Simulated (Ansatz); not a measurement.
## Se vacancy in WSe$_{2}$

Level of theory: DFT PBE+D3(BJ), scalar-relativistic, plane waves, PAW (Ansatz 0.2.0). Run with 420 eV cutoff, 2×2×2 k-mesh, shifted by half a step, Gaussian smearing of 0.01 eV, no spin polarisation.

Host crystal, relaxed:

```
W Se
1.0
     3.27901    0.00000    0.00000
    -1.63951    2.83971    0.00000
     0.00000    0.00000    7.00562
W Se
1 2
Direct
  0.00000 0.00000 0.00000
  0.33333 0.66667 0.24056
  0.33333 0.66667 0.75944
```

Supercell of 48 atoms, rows in host cell vectors: 3 1 1; -1 -3 -1; 1 3 -1. Atoms relax at the host's cell, keeping the symmetry that the supercell leaves at the site. The cell is small, so energies carry finite-size errors of tenths of an eV. The host's Kohn–Sham gap is 1.25 eV.

Spin-orbit coupling is left out, which matters for the bands and energies of heavy elements.

Defect: Se vacancy at (0.333, 0.667, 0.241) of the host cell, charge +2.

(1) Give the relaxed supercell.

Results:

(1)
```xyz
47
Lattice="8.1975 2.8397 7.0056 1.6395 -8.5191 -7.0056 -1.6395 8.5191 -7.0056" Properties=species:S:1:pos:R:3 pbc="T T T"
W     0.1209   -0.0698   -7.0735
W     6.5503    5.6671    0.0188
W     8.1981   -2.8419    0.0292
W     3.2881   -0.0018    0.0104
W     1.6358    2.8014   -7.0187
W     1.6445    2.8613    0.0275
W     0.0061    5.6724   -6.9952
W     1.6393   -2.6995   -7.0655
W    -0.0103    0.0060    0.0260
W     6.5893    0.0224   -0.0131
W     4.9253    2.8526    0.0188
W     4.9138   -2.8370    0.0135
W     3.2587    5.6912   -0.0025
W     3.1575   -0.0700   -7.0655
W     4.9024    8.5040    0.0275
W     4.9207    2.8403   -6.9764
Se    0.0419    1.7923   -5.3470
Se    1.6470   -6.6122   -5.2965
Se    4.9481   -0.9302    1.6834
Se    3.2286    1.7956   -5.3442
Se    3.2940    1.9022    1.7003
Se    1.6401    4.6991   -5.3223
Se    3.2180   -3.6877   -5.3365
Se    0.0061    7.5690   -5.3218
Se    8.2568   -0.8541    1.6614
Se    6.6663    1.9072    1.6587
Se    4.9065    4.7398   -5.2930
Se    4.9007    4.7431    1.7013
Se    4.8026   -0.9430   -5.3365
Se    6.5577    7.5550    1.7003
Se    6.5498    1.8798   -5.2965
Se    1.6332   -0.9429   -1.6759
Se    0.0047    1.9022   -1.6525
Se   -0.0166    1.8655   -8.6934
Se    3.2586    7.5893   -1.6822
Se    3.2799    1.9046   -1.6608
Se    3.2971    1.8672   -8.6848
Se    1.6148    4.7421   -1.6822
Se    1.6402    4.7236   -8.6822
Se    1.6423   -0.9482   -8.8642
Se    6.5486    7.5660   -1.6608
Se    4.9130   10.4036   -1.6525
Se    4.9149    4.7349   -1.6707
Se    6.5620   -3.7885   -1.6589
Se    4.9269   -0.9425   -1.6766
Se    8.2291   -0.9493   -1.6791
Se    6.5737    1.9214   -1.6878
```
Around the defect: 2 W at 2.47 Å, 1 W at 2.48 Å, 2 Se at 3.16 Å. The run ended with a moment of 0.00 μB (no spin polarisation).